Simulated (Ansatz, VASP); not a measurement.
**MgO: VASP beside Ansatz**

INCAR

```
  PREC = Accurate
  ENCUT = 520
  EDIFF = 1E-6
  ISMEAR = -5
  SIGMA = 0.05
  LREAL = F
  LASPH = T
  NELM = 60
  ALGO = Normal
  ISIF = 2
  LWAVE = F
  LCHARG = F
  GGA = CA
  NBANDS = 11
```

Contents of KPOINTS:

```
regular mesh
0
Gamma
  11 11 11
```

The input POSCAR:

```
MgO
1.0
    0.0000000000      2.0541934342      2.0541934342
    2.0541934342      0.0000000000      2.0541934342
    2.0541934342      2.0541934342      0.0000000000
Mg O
1 1
Direct
    0.0000000000      0.0000000000      0.0000000000
    0.5000000000      0.5000000000      0.5000000000
```

The input input.yaml:

```yaml
crystal:
  lattice:
    - [0.0, 2.0541934342, 2.0541934342]
    - [2.0541934342, 0.0, 2.0541934342]
    - [2.0541934342, 2.0541934342, 0.0]
  atoms:
    - { symbol: Mg, position: [0.0, 0.0, 0.0] }
    - { symbol: O, position: [0.5, 0.5, 0.5] }
kpoints:
  mp_grid: { grid: [11, 11, 11] }
scf:
  occupations: { method: tetrahedron }
hamiltonian:
  xc: lda
  pseudopotentials: { kind: all_electron, lapw: { basis_error: 0.001 } }
output:
  forces: true
  stress: true
  eigenvalues: true
```

Change from the starting cell: volume scaled by 0.94.

Alike in both runs: task single point; functional LDA; k mesh 11 × 11 × 11; occupations tetrahedron; no spin polarisation.

|  | VASP | Ansatz |
| --- | --- | --- |
| version | VASP 6.6.1 | Ansatz 0.2.0 |
| potentials or method | VASP PAW LDA potentials, release 64 (Mg, O) | all-electron LAPW, scalar-relativistic |
| plane-wave cutoff (eV) | 520 | see its input |

Ansatz gave:

| Property | Result |
| --- | --- |
| gap on the k mesh at the Fermi level (eV) | 5.42 |
| least direct gap on the mesh (eV) | 5.42 |
| pressure (GPa) | 7.2 |

Task: Which values does VASP return?

Result: gap on the k mesh at the Fermi level (eV): 5.42; least direct gap on the mesh (eV): 5.42; pressure (GPa): 5.2.

Ansatz ran all-electron here, so the differences hold the error of VASP's frozen core and of both bases.

Caveats: with tetrahedron occupations forces and stress needn't match the slope of the energy (Ansatz).
